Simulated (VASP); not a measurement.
# Te2Mo (P6_3/mmc) in VASP: single point with r2SCAN

Aim: the single point of Te2Mo with r2SCAN.

All numbers are computed with VASP 6.6.1; they aren't measurements. Logs are shortened: lines on timing, memory, paths and dates and some standing lists are left out, and cuts for length are marked.

**1. The crystal as given**

The structure is hexagonal, space group P6_3/mmc (No. 194). The conventional cell has a = 3.566 Å, b = 3.566 Å, c = 14.648 Å, α = 90.00°, β = 90.00°, γ = 120.00°. Around Te (site symmetry 3m) lie 3 Mo at 2.73 Å. Mo (site symmetry -6m2) is surrounded by 6 Te at 2.73 Å.

The cell is a database's computed one.

**2. Single point, r2SCAN**

The input, POSCAR:

```
Te2Mo
1.0
    3.5656545317     -0.0000002887      0.0000000000
   -1.7828270158      3.0879475499      0.0000000000
    0.0000000000      0.0000000000     14.6477790000
Te Mo
4 2
Direct
    0.3333333333      0.6666666667      0.6278230000
    0.6666666667      0.3333333333      0.1278230000
    0.6666666667      0.3333333333      0.3721770000
    0.3333333333      0.6666666667      0.8721770000
    0.3333333333      0.6666666667      0.2500000000
    0.6666666667      0.3333333333      0.7500000000
```

The input, INCAR.step1:

```
  PREC = Accurate
  ENCUT = 520
  ISMEAR = 0
  SIGMA = 0.02
  LREAL = False
  LASPH = True
  NELM = 100
  NBANDS = 35
  GGA = PE
  ALGO = Normal
  EDIFF = 1E-4
  LWAVE = True
  LCHARG = False
```

The input, INCAR.step2:

```
  PREC = Accurate
  ENCUT = 520
  EDIFF = 1E-7
  ISMEAR = 0
  SIGMA = 0.02
  LREAL = False
  LASPH = True
  NELM = 100
  ALGO = Normal
  ISIF = 2
  LWAVE = False
  LCHARG = True
  METAGGA = R2SCAN
  LMIXTAU = True
  LELF = True
  LVHAR = True
  NBANDS = 35
  ISTART = 1
```

The input, KPOINTS:

```
Automatic mesh
0
Gamma
  9 9 2
```

Potentials or basis: VASP PAW PBE potentials, release 64 (Te, Mo_sv).

Started as:

```
$ cat potpaw_PBE.64/Te/POTCAR potpaw_PBE.64/Mo_sv/POTCAR > POTCAR
$ cp INCAR.step1 INCAR
$ mpirun -np 1 vasp_std > vasp.out
$ cp INCAR.step2 INCAR
$ mpirun -np 1 vasp_std > vasp.out
```

OUTCAR:

```text
PREC = Accurate
   ENCUT = 520
   EDIFF = 1E-7
   ISMEAR = 0
   LREAL = False
   LASPH = True
   NELM = 100
   ISIF = 2
   METAGGA = R2SCAN
   ISTART = 1

 ion  position               nearest neighbor table
   1  0.333  0.667  0.628-   6 2.73   6 2.73   6 2.73   4 3.58
   2  0.667  0.333  0.128-   5 2.73   5 2.73   5 2.73   3 3.58
   3  0.667  0.333  0.372-   5 2.73   5 2.73   5 2.73   2 3.58
   4  0.333  0.667  0.872-   6 2.73   6 2.73   6 2.73   1 3.58
   5  0.333  0.667  0.250-   2 2.73   3 2.73   2 2.73   3 2.73   2 2.73   3 2.73
   6  0.667  0.333  0.750-   1 2.73   4 2.73   1 2.73   4 2.73   1 2.73   4 2.73

  LATTYP: Found a hexagonal cell.
 ALAT       =     3.5656545317
 C/A-ratio  =     4.1080196833

  Lattice vectors:

 A1 = (   3.5656545317,  -0.0000002887,   0.0000000000)
 A2 = (  -1.7828270158,   3.0879475499,   0.0000000000)
 A3 = (   0.0000000000,   0.0000000000,  14.6477790000)

Analysis of symmetry for initial positions (statically):
=====================================================================
 Subroutine PRICEL returns:
 Original cell was already a primitive cell.

 Routine SETGRP: Setting up the symmetry group for a
 hexagonal supercell.

 Subroutine GETGRP returns: Found 24 space group operations
 (whereof 12 operations were pure point group operations)
 out of a pool of 24 trial point group operations.

The static configuration has the point symmetry D_3d.
 The point group associated with its full space group is D_6h.

Analysis of symmetry for dynamics (positions and initial velocities):
=====================================================================
 Subroutine PRICEL returns:
 Original cell was already a primitive cell.

 Routine SETGRP: Setting up the symmetry group for a
 hexagonal supercell.

 Subroutine GETGRP returns: Found 24 space group operations
 (whereof 12 operations were pure point group operations)
 out of a pool of 24 trial point group operations.

The dynamic configuration has the point symmetry D_3d.
 The point group associated with its full space group is D_6h.

 Subroutine INISYM returns: Found 24 space group operations
 (whereof 12 operations are pure point group operations),
 and found     1 'primitive' translations

----------------------------------------------------------------------------------------

                                     Primitive cell

  volume of cell :     161.2802

  direct lattice vectors                    reciprocal lattice vectors
     3.565654532 -0.000000289  0.000000000     0.280453431  0.161919834  0.000000000
    -1.782827016  3.087947550  0.000000000     0.000000026  0.323839712  0.000000000
     0.000000000  0.000000000 14.647779000     0.000000000  0.000000000  0.068269736

  length of vectors
     3.565654532  3.565654532 14.647779000     0.323839712  0.323839712  0.068269736

  position of ions in fractional coordinates (direct lattice)
     0.333333333  0.666666667  0.627823000
     0.666666667  0.333333333  0.127823000
     0.666666667  0.333333333  0.372177000
     0.333333333  0.666666667  0.872177000
     0.333333333  0.666666667  0.250000000
     0.666666667  0.333333333  0.750000000

  ion indices of the primitive-cell ions
   primitive index   ion index
                 1           1
                 2           2
                 3           3
                 4           4
                 5           5
                 6           6

----------------------------------------------------------------------------------------

 KPOINTS: Automatic mesh

Automatic generation of k-mesh.
 Grid dimensions read from file:
 generate k-points for:    9    9    2

 Generating k-lattice:

  Cartesian coordinates                     Fractional coordinates (reciprocal lattice)
     0.031161492  0.017991093  0.000000000     0.111111111 -0.000000000  0.000000000
     0.000000003  0.035982190  0.000000000    -0.000000000  0.111111111  0.000000000
     0.000000000  0.000000000  0.034134868     0.000000000  0.000000000  0.500000000

  Length of vectors
     0.035982190  0.035982190  0.034134868

  Shift w.r.t. Gamma in fractional coordinates (k-lattice)
     0.000000000  0.000000000  0.000000000

 Subroutine IBZKPT returns following result:
 ===========================================

 Found     24 irreducible k-points:

 Following reciprocal coordinates:
            Coordinates               Weight
  0.000000  0.000000  0.000000      1.000000
  0.111111  0.000000  0.000000      6.000000
  0.222222 -0.000000  0.000000      6.000000
  0.333333 -0.000000  0.000000      6.000000
  0.444444 -0.000000  0.000000      6.000000
  0.111111  0.111111  0.000000      6.000000
[... 16 lines left out ...]
  0.333333  0.222222  0.500000     12.000000
  0.333333  0.333333  0.500000      2.000000
   k-points           NKPTS =     24   k-points in BZ     NKDIM =     24   number of bands    NBANDS=     35
   number of dos      NEDOS =    301   number of ions     NIONS =      6
   total plane-waves  NPLWV =  87808
   dimension x,y,z NGX =    28 NGY =   28 NGZ =  112
   dimension x,y,z NGXF=    56 NGYF=   56 NGZF=  224
   ions per type =               4   2
   NGX,Y,Z   is equivalent  to a cutoff of  13.05, 13.05, 12.71 a.u.
   NGXF,Y,Z  is equivalent  to a cutoff of  26.11, 26.11, 25.42 a.u.
 SYSTEM =  unknown system
   PREC   = accura    normal or accurate (medium, high low for compatibility)
   ISTART =      1    job   : 0-new  1-cont  2-samecut
   ICHARG =      0    charge: 1-file 2-atom 10-const
   ISPIN  =      1    spin polarized calculation?
   LNONCOLLINEAR =      F non collinear calculations
   LSORBIT =      F    spin-orbit coupling
   LASPH  =      T    aspherical Exc in radial PAW
   ENCUT  =  520.0 eV  38.22 Ry    6.18 a.u.   6.63  6.63 27.24*2*pi/ulx,y,z
   NELM   =    100;   NELMIN=  2; NELMDL=  0     # of ELM steps
   EDIFF  = 0.1E-06   stopping-criterion for ELM
   LREAL  =      F    real-space projection
   EDIFFG = 0.1E-05   stopping-criterion for IOM
   NSW    =      0    number of steps for IOM
   IBRION =     -1    ionic relax: 0-MD 1-quasi-New 2-CG
   NFREE  =      0    steps in history (QN), initial steepest desc. (CG)
   ISIF   =      2    stress and relaxation
   ISYM   =      2    0-nonsym 1-usesym 2-fastsym
   POTIM  = 0.5000    time-step for ionic-motion
   TEBEG  =    0.0;   TEEND  =   0.0 temperature during run
   PSTRESS=    0.0 pullay stress
   NELECT =      52.0000    total number of electrons
   NUPDOWN=      -1.0000    fix difference up-down
   EMIN   =  10.00;   EMAX   =-10.00  energy-range for DOS
   EFERMI =   0.00;   METHOD = LEGACY
   ISMEAR =     0;   SIGMA  =   0.02  broadening in eV -4-tet -1-fermi 0-gaus
   EFERMI_NEDOS =   21; number of points for ismear=-14 and -15
   IALGO  =     38    algorithm
   IMIX   =      4    mixing-type and parameters
     AMIX     =   0.40;   BMIX     =  1.00
     AMIX_MAG =   1.60;   BMIX_MAG =  1.00
  volume/ion in A,a.u.               =      26.88       181.40
  Fermi-wavevector in a.u.,A,eV,Ry     =   1.122576  2.121360 17.145738  1.260176
  Thomas-Fermi vector in A             =   2.259237
   LORBIT       =      0    0 simple, 1 ext, 2 COOP (PROOUT), +10 PAW based schemes
   METAGGA = R2SCAN    functional components
   LHFCALC =     F    Hartree Fock is set to
   AEXX    =    0.0000 exact exchange contribution
   IVDW    =     0    specifies the selected vdW correction
   LEPSILON=     F    determine dielectric tensor
   LRPA    =     F    only Hartree local field effects (RPA)
 non-spin polarized calculation
 Gauss-broadening in eV      SIGMA  =   0.02
  energy-cutoff  :      520.00
  volume of cell :      161.28
 maximum number of plane-waves:      4410
 NGX is ok and might be reduce to    28
   NGX = 13   NGY = 13   NGZ = 55

 number of electron      52.0000002 magnetization

 Free energy of the ion-electron system (eV)
  ---------------------------------------------------
  ext. energy  EPLUGINS =         0.00000000
  ---------------------------------------------------
  free energy    TOTEN  =      -155.66591821 eV

  energy without entropy =     -155.66591821  energy(sigma->0) =     -155.66591821

 E-fermi :   7.2736     XC(G=0): -10.5543

 val. band max:        7.0404169236   @ k =   0.0000   0.0000   0.0000
 cond. band min:       8.0659373668   @ k =   0.3333   0.3333   0.0000
 fundamental gap:      1.0255204432
 Fermi energy:         7.2735980984

 k-point     1 :       0.0000    0.0000    0.0000
  band No.  band energies     occupation
      1     -55.6868      2.00000
      2     -55.6868      2.00000
      3     -29.1038      2.00000
      4     -29.1038      2.00000
      5     -29.0180      2.00000
      6     -29.0180      2.00000
[... 27 lines left out ...]
     34      10.4735      0.00000
     35      13.0202      0.00000

 k-point     2 :       0.1111    0.0000    0.0000
  band No.  band energies     occupation
      1     -55.6857      2.00000
      2     -55.6857      2.00000
      3     -29.1005      2.00000
      4     -29.1005      2.00000
      5     -29.0326      2.00000
      6     -29.0325      2.00000
[... 27 lines left out ...]
     34      10.3130      0.00000
     35      13.5234      0.00000

 k-point     3 :       0.2222   -0.0000    0.0000
  band No.  band energies     occupation
      1     -55.6830      2.00000
      2     -55.6830      2.00000
      3     -29.0921      2.00000
      4     -29.0921      2.00000
      5     -29.0693      2.00000
      6     -29.0693      2.00000
[... 27 lines left out ...]
     34      10.6387      0.00000
     35      13.6487      0.00000
[... 723 lines left out ...]
 k-point    23 :       0.3333    0.2222    0.5000
  band No.  band energies     occupation
      1     -55.6769      2.00000
      2     -55.6769      2.00000
      3     -29.1232      2.00000
      4     -29.1232      2.00000
      5     -29.0750      2.00000
      6     -29.0750      2.00000
[... 27 lines left out ...]
     34      10.8841      0.00000
     35      12.2646      0.00000

 k-point    24 :       0.3333    0.3333    0.5000
  band No.  band energies     occupation
      1     -55.6764      2.00000
      2     -55.6764      2.00000
      3     -29.1125      2.00000
      4     -29.1125      2.00000
      5     -29.0947      2.00000
      6     -29.0947      2.00000
[... 27 lines left out ...]
     34      10.9978      0.00000
     35      12.2479      0.00000

------------------------ aborting loop because EDIFF is reached ----------------------------------------

  FORCE on cell =-STRESS in cart. coord.  units (eV):
  Direction    XX          YY          ZZ          XY          YZ          ZX
  --------------------------------------------------------------------------------------
  -------------------------------------------------------------------------------------
  Total       -0.0199645     -0.0199645      0.1713619     -0.0000000      0.0000000     -0.0000000
  in kB       -0.1983294     -0.1983294      1.7023307     -0.0000000      0.0000000     -0.0000000
  external PRESSURE =       0.4352240 kB  Pullay stress =       0.0000000 kB

 VOLUME and BASIS-vectors are now :
 -----------------------------------------------------------------------------
  energy-cutoff  :      520.00
  volume of cell :      161.28
      direct lattice vectors                 reciprocal lattice vectors
     3.565654532 -0.000000289  0.000000000     0.280453431  0.161919834  0.000000000
    -1.782827016  3.087947550  0.000000000     0.000000026  0.323839712  0.000000000
     0.000000000  0.000000000 14.647779000     0.000000000  0.000000000  0.068269736

 POSITION                                       TOTAL-FORCE (eV/Angst)
 -----------------------------------------------------------------------------------
      0.00000      2.05863      9.19621        -0.000000     -0.000000     -0.008373
      1.78283      1.02932      1.87232        -0.000000     -0.000000     -0.008373
      1.78283      1.02932      5.45157        -0.000000     -0.000000      0.008373
      0.00000      2.05863     12.77546         0.000000     -0.000000      0.008373
      0.00000      2.05863      3.66194        -0.000000      0.000000     -0.000000
      1.78283      1.02932     10.98583         0.000000      0.000000     -0.000000
 -----------------------------------------------------------------------------------
    total drift:                                0.000000     -0.000000      0.000000

  FREE ENERGIE OF THE ION-ELECTRON SYSTEM (eV)
  ---------------------------------------------------
  free  energy   TOTEN  =      -155.6659182135 eV

  energy  without entropy=     -155.6659182135  energy(sigma->0) =     -155.66591821
```

It took 6.9 min on 1 thread of AMD EPYC 9R45 (Zen 5), shared host; peak memory 0.34 GiB.

Results:

```yaml
Free_energy: -155.6659 eV
Pressure: 0.0 GPa
Largest_force: 0.008 eV/Å
Band_gap_on_the_k_mesh: 1.03 eV, indirect (least direct gap 1.06 eV)
```

Forces in eV/Å, atoms in the order of the input:
```
Te   0.000  0.000 -0.008
Te   0.000  0.000 -0.008
Te   0.000  0.000  0.008
Te   0.000  0.000  0.008
Mo   0.000  0.000  0.000
Mo   0.000  0.000  0.000
```

Stress tensor (GPa, compression positive):
```
-0.02  0.00  0.00
 0.00 -0.02  0.00
 0.00  0.00  0.17
```

Caveat: the PAW data sets were made with another functional, which shifts forces and pressure a little; spin-orbit coupling is left out, which moves the levels of the heavy elements; an odd mesh through Γ misses points on the zone boundary, where band edges often lie.

**3. Against experiment**

Step 2. The gap isn't set beside the measured one, since this odd mesh misses points on the zone boundary.
